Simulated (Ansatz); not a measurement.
Results of r²SCAN+rVV10 (Ansatz, an electronic-structure program, PAW) for α-phase Li3N.

Run with plane-wave cutoff 560 eV, 12×12×10 k mesh (along the axes of the cell as run), Fermi–Dirac smearing 0.01 eV, scalar-relativistic PAW data made under PBE.

Shape and atoms are relaxed at each volume.

Pressure at four volumes; x = ln(V/10.826 Å³). One pressure is withheld.

| V (Å³/atom) | x | P (GPa) |
|---|---|---|
| 10.393 | -0.0408 | ? |
| 10.609 | -0.0202 | 1.19 |
| 10.826 | 0.0000 | 0.00 |
| 11.259 | 0.0392 | -2.07 |

Problem. Pass a parabola P(x) through the three rows shown, estimate the bulk modulus and its pressure derivative near zero pressure, and predict the withheld pressure.

Solution. Slopes between the rows: (0.00 − (1.19))/(0.0000 − (-0.0202)) = -58.91 and (-2.07 − (0.00))/(0.0392 − (0.0000)) = -52.81 GPa. Their difference over the span 0.0594 is c = 6.10/0.0594 = 102.7 GPa, so P(x) = 1.19 + (-58.91)(x − (-0.0202)) + 102.7 (x − (-0.0202))(x − (0.0000)). At the middle row B = −dP/dx = −[-58.91 + 102.7 × 0.0202] = 56.8 GPa, and B′ = dB/dP = 2c/B = 3.6. At x = -0.0408 the parabola gives 2.49 GPa; the run gives 2.51 GPa. The Birch–Murnaghan fit to the energies at all volumes has B0 = 56.8 GPa and B′ = 3.8.

Note: the bulk modulus comes from volumes at which shape and atoms were relaxed.
